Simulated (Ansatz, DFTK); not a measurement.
This is a calculation of Si2W for DFTK 0.8.2. 

The input run.jl:

```julia
using DFTK
using PseudoPotentialData
using Unitful, UnitfulAtomic
using LinearAlgebra, Printf
include("save.jl")
disable_threading()

# lattice vectors are the columns
lattice = austrip(1u"Å") * [       -1.6069         1.6069         1.6069;
                   1.6069        -1.6069         1.6069;
                  3.91495        3.91495       -3.91495]
symbols   = [:W, :Si, :Si]
positions = [[0.0, 0.0, 0.0],
             [0.6653, 0.6653, 0.0],
             [0.3347, 0.3347, 0.0]]
pseudopotentials = PseudoFamily("dojo.nc.sr.pbe.v0_4_1.standard.upf")
elements = Dict(s => ElementPsp(s, pseudopotentials) for s in unique(symbols))
atoms    = [elements[s] for s in symbols]

build_model(lattice, positions; symmetries=true) =
    model_DFT(lattice, atoms, positions;
              functionals=PBE(),
              temperature=austrip(0.05u"eV"),
              smearing=Smearing.FermiDirac(),
              symmetries)
Ecut  = 37.0  # hartree
kgrid = [12, 12, 12]
tol   = 1e-6
to_GPa = ustrip(uconvert(u"GPa", 1u"hartree/bohr^3"))

model = build_model(lattice, positions)
basis = PlaneWaveBasis(model; Ecut, kgrid)
display(basis)
scfres = self_consistent_field(basis;
                               tol,
                               nbandsalg=AdaptiveBands(model; n_bands_converge=16))
display(scfres.energies)
@printf "Fermi level: %.6f eV\n" ustrip(auconvert(u"eV", something(scfres.εF, NaN)))
forces = compute_forces_cart(scfres)
println("Forces (eV/Å)")
for (s, f) in zip(symbols, forces)
    @printf "%-3s %12.6f %12.6f %12.6f\n" s ustrip.(auconvert.(u"eV/Å", f))...
end
stress = compute_stresses_cart(scfres)
println("Stress (GPa)")
display(round.(stress * to_GPa; digits=4))
println("Levels at the first k-point (eV): ", round.(ustrip.(auconvert.(u"eV", scfres.eigenvalues[1][1:scfres.n_bands_converge])); digits=4))
save_scf!(scfres; forces, stress)
```

Potentials or basis: dojo.nc.sr.pbe.v0_4_1.standard.upf (PBE).

Command:

```sh
$ julia --threads=1 run.jl  # save.jl only writes the numbers to a file and isn't shown; printed stress counts tension as positive; times include loading and compiling
```

**Question.** Set up the same calculation for Ansatz 0.2.0. Potentials or basis there: Ansatz PAW, cutoff 420 eV.

**Answer.** As run (cutoffs and basis follow the program's own potentials, and thresholds, step limits or extra output files can differ):

The input input.yaml:

```yaml
crystal:
  lattice:
    - [-1.6069, 1.6069, 3.91495]
    - [1.6069, -1.6069, 3.91495]
    - [1.6069, 1.6069, -3.91495]
  atoms:
    - { symbol: W, position: [0.0, 0.0, 0.0] }
    - { symbol: Si, position: [0.6653, 0.6653, 0.0] }
    - { symbol: Si, position: [0.3347, 0.3347, 0.0] }
hamiltonian:
  xc: pbe
  pseudopotentials: { kind: paw }
kpoints:
  mp_grid: { grid: [12, 12, 12] }
scf:
  occupations: { method: fermi_dirac, width: 0.05 }
output:
  forces: true
  stress: true
  eigenvalues: true
```

Potentials or basis: Ansatz PAW.

Run with:

```bash
$ ansatz run input.yaml --threads 1 --pin off --max-ram 3584MiB --backend cpu --events-out ev --progress --plain --runs-dir out
```

Both were run:

|  | DFTK | Ansatz |
| --- | --- | --- |
| Pressure | 3.3 GPa | 3.3 GPa |
| Largest force | 0.078 eV/Å | 0.076 eV/Å |

Ansatz's pressure holds a Pulay term of +0.05 GPa for its cutoff of 420 eV, which the other run lacks.

Where Ansatz's input types no cutoff or centring, it takes its own default and a Γ-centred mesh.

Pressure is positive in compression.
